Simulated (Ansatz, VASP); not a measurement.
W in VASP and in Ansatz

```
W
1.0
     0.00000    2.03000    2.03000
     2.03000    0.00000    2.03000
     2.03000    2.03000    0.00000
W
1
Direct
  0.00000 0.00000 0.00000
```

This isn't the form of W at room conditions, which is bcc.

Alike in both runs: task single point; functional PBE; k mesh 22 × 22 × 22; occupations gaussian, width 0.15 eV; no spin polarisation.

|  | VASP | Ansatz |
| --- | --- | --- |
| version | VASP 6.6.1 | Ansatz 0.2.0 |
| potentials or method | VASP PAW PBE potentials, release 64 (W_sv) | scalar-relativistic, plane waves, PAW |
| plane-wave cutoff (eV) | 520 | 420 |
| valence electrons in the cell | 14 | 14 |

|  | VASP | Ansatz | Ansatz less VASP |
| --- | --- | --- | --- |
| gap on the k mesh at the Fermi level (eV) | none | none | - |
| pressure (GPa) | -4.4 | -4.8 | -0.39 |

A gap of «none» marks a metal or a gap that the smearing closes. The functional is the same, so the differences come from potentials, cutoffs and numerics.

Spin-orbit coupling is left out, which matters for the levels of W.
